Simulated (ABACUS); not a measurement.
Al: equation of state with PBEsol

**Measured values to compare with.**

“The interpretation of polycrystalline coherent inelastic neutron scattering from aluminium”, 2013, pmc:3831299 quotes, for a bulk crystal of Al: bulk modulus 76.9 GPa.

The system is Al.

```
Al
1.0
     0.00000    2.02481    2.02481
     2.02481    0.00000    2.02481
     2.02481    2.02481    0.00000
Al
1
Direct
  0.00000 0.00000 0.00000
```

```yaml
Program: ABACUS 3.10.1
Task: equation of state
Functional: PBEsol
Potentials_or_basis: PseudoDojo NC SR 0.4.1 PBEsol standard
Cutoff: 558 eV
Density_cutoff: 2231 eV
Basis: plane waves
k_mesh: 11 × 11 × 11
Occupations: fermi-dirac, width 0.05 eV
Spin: no spin polarisation
```

| Quantity | Value |
| --- | --- |
| Equilibrium volume | 16.18 Å³/atom |
| Bulk modulus | 84 GPa |
| Pressure derivative of the bulk modulus | 4.5 |

Energy against volume, from the lowest point:
| volume (Å³/atom) | energy (meV/atom) |
| --- | --- |
| 15.607 | 5.52 |
| 15.939 | 0.82 |
| 16.271 | 0.00 |
| 16.603 | 2.65 |
| 16.935 | 8.41 |
| 17.267 | 16.94 |
| 17.599 | 27.94 |

All runs of the series together: 5.5 s on 4 threads of Intel(R) Xeon(R) 6975P-C (Granite Rapids), on a shared host.

Against the measured bulk modulus of Al, 76.9 GPa (quoted in “The interpretation of polycrystalline coherent inelastic neutron scattering from aluminium”, 2013, pmc:3831299), the calculated 84 GPa is off by +9.3 %. The fit is for a static lattice scaled at fixed shape and fixed fractional positions. The cell as given is a measured one (16.60 Å³/atom); PBEsol puts the equilibrium volume -2.6 % from it, thermal expansion not counted.
